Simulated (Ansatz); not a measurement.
**Si7Ge: compression at zero temperature**

An exercise on one series of results from a longer session: the logs are not shown, and one member is left open.

Method: DFT r2SCAN, scalar-relativistic, plane waves, PAW, in Ansatz 0.2.0.

2 further runs of the same task are left out: 2 set aside as unsound or not needed.

## The system as given

Symmetry: P-43m, No. 215, cubic system. Conventional cell: a = 5.468 Å, b = 5.468 Å, c = 5.468 Å, α = 90.00°, β = 90.00°, γ = 90.00°. Si (site symmetry 3m) has 3 Si at 2.36 Å and 1 Ge at 2.39 Å in its first shell of neighbours. Si (site symmetry -42m) is surrounded by 4 Si at 2.36 Å. Ge (site symmetry -43m) is surrounded by 4 Si at 2.39 Å.

As a file:

```
Si Ge
1.0
     5.46797    0.00000    0.00000
     0.00000    5.46797    0.00000
     0.00000    0.00000    5.46797
Si Ge
7 1
Direct
  0.25243 0.25243 0.25243
  0.00000 0.50000 0.50000
  0.50000 0.50000 0.00000
  0.50000 0.00000 0.50000
  0.74757 0.25243 0.74757
  0.74757 0.74757 0.25243
  0.25243 0.74757 0.74757
  0.00000 0.00000 0.00000
```

It goes back to an entry of the Materials Project, which need not be the stable form.

This cell was relaxed beforehand with the same method: volume 20.44 Å³/atom, gap on the mesh 0.59 eV.

The first run:

Input file input.yaml:

```yaml
crystal:
  lattice:
    - [5.5036034168, 0.0, 0.0]
    - [0.0, 5.5036034168, 0.0]
    - [0.0, 0.0, 5.5036034168]
  atoms:
    - { symbol: Si, position: [0.2524307582, 0.2524307582, 0.2524307582] }
    - { symbol: Si, position: [0.0, 0.5, 0.5] }
    - { symbol: Si, position: [0.5, 0.5, 0.0] }
    - { symbol: Si, position: [0.5, 0.0, 0.5] }
    - { symbol: Si, position: [0.7475692418, 0.2524307582, 0.7475692418] }
    - { symbol: Si, position: [0.7475692418, 0.7475692418, 0.2524307582] }
    - { symbol: Si, position: [0.2524307582, 0.7475692418, 0.7475692418] }
    - { symbol: Ge, position: [0.0, 0.0, 0.0] }
basis:
  ecutwfc: 500
kpoints:
  mp_grid: { grid: [8, 8, 8] }
hamiltonian:
  xc: r2scan
scf:
  occupations: { method: gaussian, width: 0.02 }
output:
  forces: true
  stress: true
  eigenvalues: true
relax:
  adjacent_minimum: "off"
  f_tol: 0.008
  max_steps: 50
  cell: { stress_tol: 0.08, p_target: -2.0 }
```

On the command line:

```bash
$ ansatz run input.yaml --threads 2 --pin off --max-ram 5120MiB --backend cpu --events-out ev --progress --plain --runs-dir out
```

Among the steps run: Relaxing at -2 GPa; Seeking the band edges at -2 GPa; 2 GPa; Seeking the band edges at 2 GPa; 5 GPa; Seeking the band edges at 5 GPa; Target pressure 10 GPa; The gap over the whole zone at 10 GPa; Target pressure 20 GPa; Band edges over the zone at 20 GPa.

One table of the session follows, with a row left open; its other results are not shown here.

It belongs to the step «Volume, cell and gap against pressure». Lengths are those of the vectors of the cell that was run:

```
P (GPa)  V (Å³/atom)  a (Å)  b (Å)  c (Å)  ΔH (eV/atom)
     -2        20.89  5.508  5.508  5.508        -0.258
      0        20.44  5.468  5.468  5.468         0.000
      2        20.03  5.432  5.432  5.432         0.253
      5            ?      ?      ?      ?             ?
     10        18.71  5.310  5.310  5.310         1.218
     20        17.52  5.194  5.194  5.194         2.347
```

Q: Estimate the row for P (GPa) = 5 from the others.

Worked estimate for «V (Å³/atom)». A straight line through the neighbours (2, 20.03) and (10, 18.71) gives 20.03 + (18.71 − 20.03) × (5 − 2) / (10 − 2) = 19.54; a parabola fitted to 4 rows on both sides gives 19.50.

The run gave: V (Å³/atom): 19.48; a (Å): 5.381; b (Å): 5.381; c (Å): 5.381; ΔH (eV/atom): 0.622. In «V (Å³/atom)» the line misses by +0.06 and the parabola by +0.02.

ΔH is E + PV over the energy at zero pressure; a, b and c are the vectors of the computed cell.

Limits of these values: Other structures may take over in this range; these runs cannot find them.
